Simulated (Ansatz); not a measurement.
Phases of ZnO at 130 GPa

Structure types of ZnO are relaxed in primitive cells with their symmetry kept at 130 GPa, on PAW files; LAPW relaxes the small cells further and takes the PAW cell for the others (marked *). The enthalpy is E + pV at zero temperature, without zero-point motion. Only the types listed were tried, and differences under about 5 meV/atom are mesh noise. Not among the end structures: rocksalt, zincblende, which may lie lower.

Level of theory: DFT with PBE, scalar-relativistic, in Ansatz 0.2.0; Fermi–Dirac smearing of 0.1 eV, no spin polarisation. LAPW: all electrons, basis error target 0.5 meV/atom; PAW: frozen-core files, cutoff 420 eV.

k meshes: CsCl 16×16×16, wurtzite 13×13×7, NiAs 12×12×7.

Which type is lowest in enthalpy, and by how much?

NiAs, 135 meV/atom below CsCl. The whole table:

```
start type                     ends as          a, b, c (Å)  V (Å³/atom)  H − H(lowest), LAPW (meV/atom)  same, PAW
      CsCl                 CsCl, Pm-3m  2.384, 2.384, 2.384         6.78                           135.0      132.4
 wurtzite*  distorted wurtzite, P6_3mc  2.559, 2.559, 5.465         7.75                           717.0      712.9
     NiAs*              NiAs, P6_3/mmc  2.627, 2.627, 4.787         7.15                             0.0        0.0
```

Would CsCl gain on NiAs at higher pressure?

Yes: dH/dp = V, and its volume is smaller by 0.37 Å³/atom. Held constant, that would close the gap after about 58 GPa more, a rough figure, since the volume difference changes with pressure.
